# Five unnamed vibrations of CoSi₂

## Question

Atoms in a stiff solid vibrate roughly ten trillion times a second. Spectroscopists write this as a few hundred cm⁻¹, and one quantum of such a vibration carries some 40 meV, somewhat more than the thermal energy at room temperature. The example here is cobalt disilicide, in which each Co atom sits at the centre of a cube of eight Si atoms and each Si atom at the centre of a tetrahedron of four Co atoms. The repeating unit holds one Co and two Si.

A density-functional calculation gave the vibrations in which every repeating unit moves in the same way. This is what the column "phonon q row" means: its entry 1 stands for the wave vector zero, the zone centre. The vibrations are numbered 1 to 9 from the lowest frequency upwards, and equal frequencies are numbered in no particular order. A negative frequency is the usual notation for an imaginary one, where the force drives the atoms away from their places instead of back.

VASP 6.6.1, PBE with the recommended PAW potentials, for CoSi₂ in its relaxed cell: collinear spins, 600 eV plane-wave cutoff, 7×7×7 k mesh, Gaussian smearing of 0.02 eV. Harmonic phonon frequencies at the zone centre from finite displacements of 0.015 Å, with imaginary ones given as negative. Candidates: 3, 9, 8, 1, 2.

```
row  phonon q row (row)  phonon frequency (cm⁻¹)
  A                   1                     -0.1
  B                   1                     -0.1
  C                   1                    361.7
  D                   1                    361.7
  E                   1                     -0.1
```

(a) Assign the letters to the row numbers, and say which assignments are sure.

(b) What can be concluded about the four vibrations that aren't shown? Estimate their frequencies on the assumption that only Co and Si pull on each other.

(c) Compare the estimate with the full table. What does the error reveal about the forces in the crystal?

## Model answer

### (a) Three shifts and two true vibrations

Three atoms that can each move in three directions have nine independent patterns of motion. In three of these, all atoms move together by the same amount, along x, y or z. Such a shift changes no distance between atoms, so no force arises and the frequency must be zero. A, B and E are these three shifts, and as the lowest in the list they take the numbers 1, 2 and 3.

C and D, at 361.7 cm⁻¹, are vibrations in which atoms move against each other. They take the two high numbers, 8 and 9.

The division into these two groups is sure. The order inside each group is open, and no better calculation would settle it. A shift along x is as good a choice as a shift along a diagonal, and any mixture of vibrations with equal frequency is again a vibration with that frequency. Whether A is row 1 or row 3 is therefore a matter of numbering, not of physics.

### (b) What the five rows tell about the other four

Each atom in this crystal sits at a place where x, y and z are equivalent. A vibration along x thus has partners along y and z with the same frequency, and the nine patterns fall into three triplets. C and D need a third partner. As they hold the numbers 8 and 9, the partner is row 7, also at 361.7 cm⁻¹. Rows 4, 5 and 6 are then the last triplet, which can't lie higher than this.

The two triplets of true vibrations have simple shapes. In one, the Co atom rests while the two Si atoms move in opposite directions; it can be seen in Raman scattering. In the other, both Si atoms move together and the Co atom moves against them; it is the one that couples to infrared light. These shapes follow from the symmetry of the crystal, whatever the forces are.

For the estimate, let $K$ be the constant of the spring that ties one Si atom to the Co atoms, $m$ the mass of Si and $M$ that of Co. In the Raman pattern a Si atom moves by $u$ against a resting Co, and the restoring force is $Ku$. In the infrared pattern the Co atom must recoil by $2mu/M$ to keep the centre of mass at rest. The spring is then stretched by more than $u$, and the frequency is higher:

$$
m\,\omega_{\text{Raman}}^2 = K, \qquad
m\,\omega_{\text{infrared}}^2 = K\left(1+\frac{2m}{M}\right).
$$

The unknown spring constant drops out of the ratio. With masses of about 28 for Si and 59 for Co,

$$
\frac{\omega_{\text{infrared}}}{\omega_{\text{Raman}}}=\sqrt{1+\frac{56}{59}}\approx 1.40 .
$$

In this picture the infrared triplet is the upper one, so it is the one at 361.7 cm⁻¹. The Raman triplet, rows 4 to 6, should then lie at $361.7/\sqrt{1+56/59}\approx 259$ cm⁻¹.

### (c) The labels, and a spring that was left out

The rows with their labels:

```
row  phonon q row (row)  phonon frequency (cm⁻¹)
  1                   1                     -0.1
  2                   1                     -0.1
  3                   1                     -0.1
  4                   1                    334.8
  5                   1                    334.8
  6                   1                    334.8
  7                   1                    361.7
  8                   1                    361.7
  9                   1                    361.7
```

The grouping is confirmed: A, B and E are rows 1, 2 and 3, and C and D are rows 8 and 9, in an order that has no physical meaning. Row 7 completes the upper triplet, and rows 4 to 6 form a triplet of their own.

The estimate of their frequency is poor. The calculation puts them at 334.8 cm⁻¹, and 259 cm⁻¹ is 23 % below that. This value played no part in the estimate, which used only the upper triplet and the masses. An error of this size calls for a force that the picture lacks.

The two patterns themselves show which force it is. When both Si atoms move together, the distance between them stays the same, and a spring between them would do nothing. When they move in opposite directions, such a spring is stretched by $2u$. If its constant is $S$, the Raman pattern becomes stiffer and the infrared one keeps its frequency:

$$
m\,\omega_{\text{Raman}}^2 = K+2S .
$$

A spring between the Si atoms thus lifts the Raman triplet towards the infrared one, and a strong one can lift it beyond. This leaves two readings of the table. Either the Raman triplet has risen to 334.8 cm⁻¹ and is still the lower one, or it has overtaken the infrared triplet and is the one at 361.7 cm⁻¹. The frequencies alone don't decide between them.

The two equations can be solved for the two constants in each case. If the upper triplet is the infrared one, $K$ is about 111 N/m and $S$ about 37 N/m. In the opposite case they are about 95 and 61 N/m. Two constants drawn from two frequencies reproduce them by construction, so the agreement is no test of the picture. The useful result is what both readings share: $S$ is positive and amounts to between one third and two thirds of $K$.

The coupling between the Si atoms is therefore no small correction. A likely source is direct contact, since each Si atom has six other Si atoms at 2.68 Å, not much farther away than its Co neighbours at 2.32 Å. This remains a conjecture, because $S$ adds up the forces over all distances, including those passed on by the mobile electrons.

## Remarks on the reasoning

**The minus sign.** The three values of −0.1 cm⁻¹ could be misread as a sign that the crystal is unstable. But these patterns are shifts of the whole crystal, for which the exact answer is zero. The force behind the frequency goes with its square, and before rounding the value is −0.056 cm⁻¹. Compared with the lower optical triplet, the square is smaller by a factor of more than thirty million, which is numerical residue.

Stability has to be judged from motions that do deform the crystal. The same calculation gave its two shear constants as 35 and 105 GPa. Both are positive, as is the resistance to compression, so the crystal withstands any small uniform strain. Vibrations in which neighbouring units move differently over short distances would need other wave vectors.

**Why a triplet may be trusted.** The step from C and D to row 7 deserves a second look. In an insulator with charged atoms, the infrared pattern can set up a long-range electric field that raises one of the three partners above the other two. In a metal the mobile electrons screen this field. CoSi₂ is a metal in this calculation: the 17 valence electrons of the repeating unit carry no magnetic moment, and an odd number of electrons with paired spins must leave a band partly filled.

The argument doesn't run backwards. A calculation at exactly zero wave vector leaves that field out unless it is added by hand, so the triplet would have come out whole for an insulator too. The equal frequencies also follow from the symmetry of the crystal, and their agreement to the last digit is no measure of accuracy.

**Naming the optical triplets.** It would be a mistake to carry the rule from part (b) over to part (c) and call the upper triplet infrared because the masses say so. The rule is sure only while the coupling between the Si atoms is weak, and the table shows that it is not. Someone who wants to recognise an unstrained CoSi₂ film by its Raman line should expect a single line, but must keep both computed frequencies in mind as candidates for it.

There is a clean way to decide. The forces yield a pattern of motion along with each frequency, and the Raman triplet is the one in which the Co atom rests. The table doesn't list these patterns, but a second set of frequencies, computed with a different mass for Co, can also do the job, because the mass of a resting atom can't matter. If the vibrations are worked out again from the same forces with Co made 10 % heavier, the infrared triplet falls by about 2.2 %, or some 8 cm⁻¹, and the other stays where it is.

**How firm the conclusion is.** The mesh of wave vectors for the electrons is modest for a metal, and a finer one might move either triplet a little. That could matter for the distance of 27 cm⁻¹ between them, but hardly for the sign of $S$. For $S$ to vanish with the Raman triplet at 334.8 cm⁻¹, the infrared one would have to lie at 468 cm⁻¹, more than 100 cm⁻¹ above the computed value.

**What to carry over to a similar crystal.** Take one metal atom and two equal partners in this structure. If the partners didn't act on each other, the masses alone would set the ratio of the infrared to the Raman frequency at $\sqrt{1+2m/M}$. The heavier the metal atom, the closer this comes to one. A computed ratio below that value points to partners that resist being moved against each other, and the size of the gap tells how strong this resistance is compared with the coupling to the metal atom.
